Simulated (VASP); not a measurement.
# NaF (Villiaumite) (Fm-3m) in VASP: notebook

Runs on NaF (Villiaumite). Level: PBEsol. Tasks: relaxation of cell and atoms.

Everything below comes from runs of VASP 6.6.1. Logs are shortened: lines on timing, memory, paths and dates and some standing lists are left out, and cuts for length are marked.

### 1 Starting point

The structure is cubic, space group Fm-3m (No. 225). The conventional cell has a = 4.640 Å, b = 4.640 Å, c = 4.640 Å, α = 90.00°, β = 90.00°, γ = 90.00°. Around Na (site symmetry m-3m) lie 6 F at 2.32 Å. Around F (site symmetry m-3m) lie 6 Na at 2.32 Å.

### 2 Relaxation of cell and atoms, PBEsol

File INCAR:

```
  PREC = Accurate
  ENCUT = 600
  EDIFF = 1E-6
  ISMEAR = 0
  SIGMA = 0.03
  LREAL = F
  LASPH = T
  NELM = 80
  ALGO = Normal
  ISIF = 3
  LWAVE = F
  LCHARG = F
  GGA = PS
  IBRION = 2
  NSW = 90
  EDIFFG = -0.01
```

File KPOINTS:

```
regular mesh
0
Gamma
  10 10 10
```

File POSCAR:

```
NaF
1.0
    0.0000000000      2.3200000000      2.3200000000
    2.3200000000      0.0000000000      2.3200000000
    2.3200000000      2.3200000000      0.0000000000
Na F
1 1
Direct
    0.0000000000      0.0000000000      0.0000000000
    0.5000000000      0.5000000000      0.5000000000
```

Potentials or basis: VASP PAW PBE potentials, release 64 (Na_pv, F).

Started as:

```sh
$ cat potpaw_PBE.64/Na_pv/POTCAR potpaw_PBE.64/F/POTCAR > POTCAR
$ mpirun -np 1 vasp_std > vasp.out
```

OUTCAR:

```text
PREC = Accurate
   ENCUT = 600
   EDIFF = 1E-6
   ISMEAR = 0
   LREAL = F
   LASPH = T
   NELM = 80
   ISIF = 3
   GGA = PS
   IBRION = 2
   NSW = 90
   EDIFFG = -0.01

 ion  position               nearest neighbor table
   1  0.000  0.000  0.000-   2 2.32   2 2.32   2 2.32   2 2.32   2 2.32   2 2.32
   2  0.500  0.500  0.500-   1 2.32   1 2.32   1 2.32   1 2.32   1 2.32   1 2.32

  LATTYP: Found a face centered cubic cell.
 ALAT       =     4.6400000000

  Lattice vectors:

 A1 = (   0.0000000000,   2.3200000000,   2.3200000000)
 A2 = (   2.3200000000,   0.0000000000,   2.3200000000)
 A3 = (   2.3200000000,   2.3200000000,   0.0000000000)

Analysis of symmetry for initial positions (statically):
=====================================================================
 Subroutine PRICEL returns:
 Original cell was already a primitive cell.

 Routine SETGRP: Setting up the symmetry group for a
 face centered cubic supercell.

 Subroutine GETGRP returns: Found 48 space group operations
 (whereof 48 operations were pure point group operations)
 out of a pool of 48 trial point group operations.

The static configuration has the point symmetry O_h .

Analysis of symmetry for dynamics (positions and initial velocities):
=====================================================================
 Subroutine PRICEL returns:
 Original cell was already a primitive cell.

 Routine SETGRP: Setting up the symmetry group for a
 face centered cubic supercell.

 Subroutine GETGRP returns: Found 48 space group operations
 (whereof 48 operations were pure point group operations)
 out of a pool of 48 trial point group operations.

The dynamic configuration has the point symmetry O_h .

 Subroutine INISYM returns: Found 48 space group operations
 (whereof 48 operations are pure point group operations),
 and found     1 'primitive' translations

----------------------------------------------------------------------------------------

                                     Primitive cell

  volume of cell :      24.9743

  direct lattice vectors                    reciprocal lattice vectors
     0.000000000  2.320000000  2.320000000    -0.215517241  0.215517241  0.215517241
     2.320000000  0.000000000  2.320000000     0.215517241 -0.215517241  0.215517241
     2.320000000  2.320000000  0.000000000     0.215517241  0.215517241 -0.215517241

  length of vectors
     3.280975465  3.280975465  3.280975465     0.373286812  0.373286812  0.373286812

  position of ions in fractional coordinates (direct lattice)
     0.000000000  0.000000000  0.000000000
     0.500000000  0.500000000  0.500000000

  ion indices of the primitive-cell ions
   primitive index   ion index
                 1           1
                 2           2

----------------------------------------------------------------------------------------

 KPOINTS: regular mesh

Automatic generation of k-mesh.
 Grid dimensions read from file:
 generate k-points for:   10   10   10

 Generating k-lattice:

  Cartesian coordinates                     Fractional coordinates (reciprocal lattice)
    -0.021551724  0.021551724  0.021551724     0.100000000  0.000000000  0.000000000
     0.021551724 -0.021551724  0.021551724     0.000000000  0.100000000  0.000000000
     0.021551724  0.021551724 -0.021551724     0.000000000  0.000000000  0.100000000

  Length of vectors
     0.037328681  0.037328681  0.037328681

  Shift w.r.t. Gamma in fractional coordinates (k-lattice)
     0.000000000  0.000000000  0.000000000

 Subroutine IBZKPT returns following result:
 ===========================================

 Found     47 irreducible k-points:

 Following reciprocal coordinates:
            Coordinates               Weight
  0.000000  0.000000  0.000000      1.000000
  0.100000  0.000000  0.000000      8.000000
  0.200000  0.000000  0.000000      8.000000
  0.300000  0.000000  0.000000      8.000000
  0.400000  0.000000  0.000000      8.000000
  0.500000  0.000000  0.000000      4.000000
[... 16 lines left out ...]
  0.300000  0.300000  0.000000      6.000000
  0.400000  0.300000  0.000000     24.000000
 [... further k-points ...]
   k-points           NKPTS =     47   k-points in BZ     NKDIM =     47   number of bands    NBANDS=     11
   number of dos      NEDOS =    301   number of ions     NIONS =      2
   total plane-waves  NPLWV =  21952
   dimension x,y,z NGX =    28 NGY =   28 NGZ =   28
   dimension x,y,z NGXF=    56 NGYF=   56 NGZF=   56
   ions per type =               1   1
   NGX,Y,Z   is equivalent  to a cutoff of  14.19, 14.19, 14.19 a.u.
   NGXF,Y,Z  is equivalent  to a cutoff of  28.38, 28.38, 28.38 a.u.
 SYSTEM =  unknown system
   PREC   = accura    normal or accurate (medium, high low for compatibility)
   ISTART =      0    job   : 0-new  1-cont  2-samecut
   ICHARG =      2    charge: 1-file 2-atom 10-const
   ISPIN  =      1    spin polarized calculation?
   LNONCOLLINEAR =      F non collinear calculations
   LSORBIT =      F    spin-orbit coupling
   LASPH  =      T    aspherical Exc in radial PAW
   ENCUT  =  600.0 eV  44.10 Ry    6.64 a.u.   6.55  6.55  6.55*2*pi/ulx,y,z
   NELM   =     80;   NELMIN=  2; NELMDL= -5     # of ELM steps
   EDIFF  = 0.1E-05   stopping-criterion for ELM
   LREAL  =      F    real-space projection
   EDIFFG = -.1E-01   stopping-criterion for IOM
   NSW    =     90    number of steps for IOM
   IBRION =      2    ionic relax: 0-MD 1-quasi-New 2-CG
   NFREE  =      1    steps in history (QN), initial steepest desc. (CG)
   ISIF   =      3    stress and relaxation
   ISYM   =      2    0-nonsym 1-usesym 2-fastsym
   POTIM  = 0.5000    time-step for ionic-motion
   TEBEG  =    0.0;   TEEND  =   0.0 temperature during run
   PSTRESS=    0.0 pullay stress
   NELECT =      14.0000    total number of electrons
   NUPDOWN=      -1.0000    fix difference up-down
   EMIN   =  10.00;   EMAX   =-10.00  energy-range for DOS
   EFERMI =   0.00;   METHOD = LEGACY
   ISMEAR =     0;   SIGMA  =   0.03  broadening in eV -4-tet -1-fermi 0-gaus
   EFERMI_NEDOS =   21; number of points for ismear=-14 and -15
   IALGO  =     38    algorithm
   IMIX   =      4    mixing-type and parameters
     AMIX     =   0.40;   BMIX     =  1.00
     AMIX_MAG =   1.60;   BMIX_MAG =  1.00
  volume/ion in A,a.u.               =      12.49        84.27
  Fermi-wavevector in a.u.,A,eV,Ry     =   1.349852  2.550851 24.791186  1.822101
  Thomas-Fermi vector in A             =   2.477405
   LORBIT       =      0    0 simple, 1 ext, 2 COOP (PROOUT), +10 PAW based schemes
   GGA     = PS    functional components
   LHFCALC =     F    Hartree Fock is set to
   AEXX    =    0.0000 exact exchange contribution
   IVDW    =     0    specifies the selected vdW correction
   LEPSILON=     F    determine dielectric tensor
   LRPA    =     F    only Hartree local field effects (RPA)
 conjugate gradient relaxation of ions
 non-spin polarized calculation
 Gauss-broadening in eV      SIGMA  =   0.03
  energy-cutoff  :      600.00
  volume of cell :       24.97
 maximum number of plane-waves:       869
 NGX is ok and might be reduce to    28
   NGX = 13   NGY = 13   NGZ = 13

--------------------------------------- Ionic step        1  -------------------------------------------

 number of electron      14.0000006 magnetization

 Free energy of the ion-electron system (eV)
  ---------------------------------------------------
  ext. energy  EPLUGINS =         0.00000000
  ---------------------------------------------------
  free energy    TOTEN  =        -8.77069204 eV

  energy without entropy =       -8.77069204  energy(sigma->0) =       -8.77069204

------------------------ aborting loop because EDIFF is reached ----------------------------------------

  FORCE on cell =-STRESS in cart. coord.  units (eV):
  Direction    XX          YY          ZZ          XY          YZ          ZX
  --------------------------------------------------------------------------------------
  -------------------------------------------------------------------------------------
  Total       -0.0770569     -0.0770569     -0.0770569      0.0000000      0.0000000      0.0000000
  in kB       -4.9434276     -4.9434276     -4.9434276      0.0000000      0.0000000      0.0000000
  external PRESSURE =      -4.9434276 kB  Pullay stress =       0.0000000 kB

 VOLUME and BASIS-vectors are now :
 -----------------------------------------------------------------------------
  energy-cutoff  :      600.00
  volume of cell :       24.97
      direct lattice vectors                 reciprocal lattice vectors
     0.000000000  2.320000000  2.320000000    -0.215517241  0.215517241  0.215517241
     2.320000000  0.000000000  2.320000000     0.215517241 -0.215517241  0.215517241
     2.320000000  2.320000000  0.000000000     0.215517241  0.215517241 -0.215517241
[... 37 lines left out ...]
 POSITION                                       TOTAL-FORCE (eV/Angst)
 -----------------------------------------------------------------------------------
      4.63138      2.31569      2.31569         0.000000     -0.000000      0.000000
      2.31569      2.31569      2.31569        -0.000000      0.000000     -0.000000
 -----------------------------------------------------------------------------------
    total drift:                                0.000000      0.000000      0.000000

  FREE ENERGIE OF THE ION-ELECTRON SYSTEM (eV)
  ---------------------------------------------------
  free  energy   TOTEN  =        -8.7709682570 eV

  energy  without entropy=       -8.7709682570  energy(sigma->0) =       -8.77096826

--------------------------------------- Ionic step        3  -------------------------------------------

 number of electron      14.0000006 magnetization

 Free energy of the ion-electron system (eV)
  ---------------------------------------------------
  ext. energy  EPLUGINS =         0.00000000
  ---------------------------------------------------
  free energy    TOTEN  =        -8.77101261 eV

  energy without entropy =       -8.77101261  energy(sigma->0) =       -8.77101261

 E-fermi :  -1.9314     XC(G=0):  -9.3525

 val. band max:       -2.1627592777   @ k =   0.0000   0.0000   0.0000
 cond. band min:       4.0197566118   @ k =   0.0000   0.0000   0.0000
 fundamental gap:      6.1825158896
 Fermi energy:        -1.9313672514

 k-point     1 :       0.0000    0.0000    0.0000
  band No.  band energies     occupation
      1     -21.2265      2.00000
      2     -20.9194      2.00000
      3     -20.9194      2.00000
      4     -20.9194      2.00000
      5      -2.1628      2.00000
      6      -2.1628      2.00000
      7      -2.1628      2.00000
      8       4.0198      0.00000
      9      16.7093      0.00000
     10      16.7093      0.00000
     11      16.7093      0.00000

 k-point     2 :       0.1000    0.0000    0.0000
  band No.  band energies     occupation
      1     -21.3600      2.00000
      2     -20.9206      2.00000
      3     -20.9206      2.00000
      4     -20.7722      2.00000
      5      -2.3653      2.00000
      6      -2.1881      2.00000
      7      -2.1881      2.00000
      8       4.3817      0.00000
      9      15.3879      0.00000
     10      16.8665      0.00000
     11      16.8665      0.00000
[... 295 lines left out ...]
 k-point    24 :       0.4000    0.3000    0.0000
  band No.  band energies     occupation
      1     -21.4584      2.00000
      2     -20.9694      2.00000
      3     -20.9610      2.00000
      4     -20.5592      2.00000
      5      -3.3660      2.00000
      6      -2.5529      2.00000
      7      -2.4954      2.00000
      8       8.3054      0.00000
      9      11.5016      0.00000
     10      14.4983      0.00000
     11      17.3645      0.00000

 [... further k-points ...]

------------------------ aborting loop because EDIFF is reached ----------------------------------------

  FORCE on cell =-STRESS in cart. coord.  units (eV):
  Direction    XX          YY          ZZ          XY          YZ          ZX
  --------------------------------------------------------------------------------------
  -------------------------------------------------------------------------------------
  Total        0.0009049      0.0009049      0.0009049      0.0000000      0.0000000      0.0000000
  in kB        0.0584986      0.0584986      0.0584986      0.0000000      0.0000000      0.0000000
  external PRESSURE =       0.0584986 kB  Pullay stress =       0.0000000 kB

 VOLUME and BASIS-vectors are now :
 -----------------------------------------------------------------------------
  energy-cutoff  :      600.00
  volume of cell :       24.78
      direct lattice vectors                 reciprocal lattice vectors
    -0.000000000  2.314063085  2.314063085    -0.216070168  0.216070168  0.216070168
     2.314063085  0.000000000  2.314063085     0.216070168 -0.216070168  0.216070168
     2.314063085  2.314063085  0.000000000     0.216070168  0.216070168 -0.216070168

 POSITION                                       TOTAL-FORCE (eV/Angst)
 -----------------------------------------------------------------------------------
     -0.00000      0.00000      0.00000        -0.000000     -0.000000     -0.000000
      2.31406      2.31406      2.31406         0.000000      0.000000      0.000000
 -----------------------------------------------------------------------------------
    total drift:                                0.000000      0.000000      0.000000

  FREE ENERGIE OF THE ION-ELECTRON SYSTEM (eV)
  ---------------------------------------------------
  free  energy   TOTEN  =        -8.7710126074 eV

  energy  without entropy=       -8.7710126074  energy(sigma->0) =       -8.77101261

 reached required accuracy - stopping structural energy minimisation
```

Run time: 27 s. Hardware: 1 thread of AMD EPYC 7R13 (Zen 3), shared host; peak memory 0.13 GiB.

Results:

| Item | Value |
| --- | --- |
| Free energy | -8.7710 eV |
| Relaxed volume | 12.39 Å³/atom |
| Relaxed cell | a = 3.273 Å, b = 3.273 Å, c = 3.273 Å, α = 60.00°, β = 60.00°, γ = 60.00° |
| Space group after relaxing (to 0.05 Å) | Fm-3m (No. 225) |
| Energy gained by relaxing | 0.2 meV/atom |
| Ionic steps | 3 |
| Pressure after relaxing | 0.0 GPa |
| Band gap on the k mesh | 6.18 eV, direct |

The path:
| step | energy change (eV) | largest force (eV/Å) | pressure (GPa) | volume (Å³) |
| --- | --- | --- | --- | --- |
| 1 | 0.0000 | 0.0000 | -0.49 | 24.97 |
| 2 | -0.0003 | 0.0000 | -0.14 | 24.84 |
| 3 | -0.0003 | 0.0000 | 0.01 | 24.78 |

Final structure:
```yaml
crystal:
  lattice:
    - [0.00000, 2.31406, 2.31406]
    - [2.31406, 0.00000, 2.31406]
    - [2.31406, 2.31406, 0.00000]
  atoms:
    - { symbol: Na, position: [0.00000, 0.00000, 0.00000] }
    - { symbol: F, position: [0.50000, 0.50000, 0.50000] }
```

Caveat: the PAW data sets were made with another functional, which shifts forces and pressure a little.

### 3 Relaxation of cell and atoms, PBEsol

This run uses another cell than the first one, of 12.39 Å³/atom, 0.992 times its volume.

Changes to INCAR since step 2:

```diff
@@ -2,3 +2,3 @@
   ENCUT = 600
-  EDIFF = 1E-6
+  EDIFF = 1E-7
   ISMEAR = 0
@@ -15,2 +15,2 @@
   NSW = 90
-  EDIFFG = -0.01
+  EDIFFG = -0.005
```

KPOINTS is that of step 2.

File POSCAR:

```
NaF                                     
1.0
   -0.0000000000      2.3140630851      2.3140630851
    2.3140630851      0.0000000000      2.3140630851
    2.3140630851      2.3140630851      0.0000000000
  Na              F             
     1     1
Direct
     0.0000000000000000    0.0000000000000000    0.0000000000000000
     0.5000000000000000    0.5000000000000000    0.5000000000000000
```

Potentials or basis: VASP PAW PBE potentials, release 64 (Na_pv, F).

Started as:

```sh
$ cat potpaw_PBE.64/Na_pv/POTCAR potpaw_PBE.64/F/POTCAR > POTCAR
$ mpirun -np 1 vasp_std > vasp.out
```

Wall time 16 s (1 thread of AMD EPYC 7R13 (Zen 3), shared host); peak memory 0.12 GiB.

Results (log left out):

* Free energy: -8.7705 eV
* Pressure after relaxing: -0.1 GPa
* Band gap on the k mesh: 6.18 eV, direct

Final structure:
```xyz
2
Lattice="0.0000 2.3141 2.3141 2.3141 0.0000 2.3141 2.3141 2.3141 0.0000" Properties=species:S:1:pos:R:3 pbc="T T T"
Na    0.0000    0.0000    0.0000
F     2.3141    2.3141    2.3141
```

Levels at points of the mesh, in eV from the valence-band top:
```
           k point  band 3  band 4  band 5  band 6  band 7  band 8  band 9  band 10  band 11
(0.00, 0.00, 0.00)  -18.76  -18.76    0.00    0.00    0.00    6.18   18.87    18.87    18.87
(0.50, 0.00, 0.00)  -18.77  -18.00   -1.63   -0.26   -0.26   10.63   12.37    20.02    20.02
(0.50, 0.50, 0.00)  -18.81  -18.80   -1.30   -0.41   -0.41   13.01   13.11    13.57    19.69
```

Caveat: the relaxation stopped at its first step, so nothing moved; the PAW data sets were made with another functional, which shifts forces and pressure a little.
